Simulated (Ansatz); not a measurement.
# How MgSe (Fm-3m) stiffens under pressure

```
Mg Se
1.0
     0.00000    2.72550    2.72550
     2.72550    0.00000    2.72550
     2.72550    2.72550    0.00000
Mg Se
1 1
Direct
  0.00000 0.00000 0.00000
  0.50000 0.50000 0.50000
```

This is the zero-pressure cell. At each pressure cell and atoms are relaxed in this structure, and the constants are slopes of the stress at strains of ±0.005 with relaxed ions (the coefficients that govern stability under load). Level: PBEsol, PAW on Ansatz 0.2.0's default frozen-core files (fitted under PBE), scalar-relativistic; k mesh 8×8×8, strains of ±0.005, fixed occupations, cutoff 420 eV. P is the pressure of the relaxed cell, less that of this one.

```csv
P (GPa),V/V₀,C11 (GPa),C12 (GPa),C44 (GPa)
0.00,1.0000,126.2,33.8,43.0
1.04,0.9845,135.7,35.4,43.7
2.02,0.9710,144.5,36.9,44.4
4.04,0.9457,162.4,40.0,45.7
7.01,?,?,?,?
10.03,0.8860,213.4,48.4,49.1
15.04,0.8473,254.6,55.1,51.4
```

Q: Does the bulk modulus from the constants agree with the pressure-volume curve?

A: A third-order Birch-Murnaghan fit to the volumes shown (F against f, f = [(V₀/V)^(2/3) − 1]/2) gives B₀ = 64.6 GPa and B′ = 4.1. Its −V dP/dV stands beside (C11 + 2C12)/3:

```csv
P (GPa),from P(V),from the constants
0.00,64.6,64.6
1.04,68.8,68.9
2.02,72.7,72.8
4.04,80.7,80.8
10.03,103.4,103.4
15.04,121.7,121.6
```

Q: What are the pressure derivatives at zero pressure?

A: Slopes at V₀ of quadratic fits in −ln(V/V₀) through the first four rows shown, divided by B₀: dC11/dP = 9.2, dC12/dP = 1.6, dC44/dP = 0.8. The mean slopes up to 2.0 GPa are 9.1, 1.6, 0.7; curvature and scatter of the constants part the two. The combination (dC11/dP + 2 dC12/dP)/3 = 4.1 stands against B′.

Q: Fill the row at 7.01 GPa.

A: Cubic fits in −ln(V/V₀) through all rows shown give C11 = 188.0, C12 = 44.2, C44 = 47.5 GPa. Computed: V/V₀ = 0.9137, C11 (GPa) = 188.0, C12 (GPa) = 44.2, C44 (GPa) = 47.5.

Q: Does a shear stiffness soften?

A: C44 goes from 43.0 to 51.4 GPa; (C11 − C12)/2 goes from 46.2 to 99.7 GPa. Neither ends more than 3 % under its start, and the lattice stays mechanically stable over this range.

Caveats: no other phase was computed; many crystals of this kind change structure within this range, and rows or crossings beyond such a change describe a metastable lattice; frozen-core PAW files fitted under PBE, their cores solved anew for the functional of the run; phonons weren't checked at these pressures.
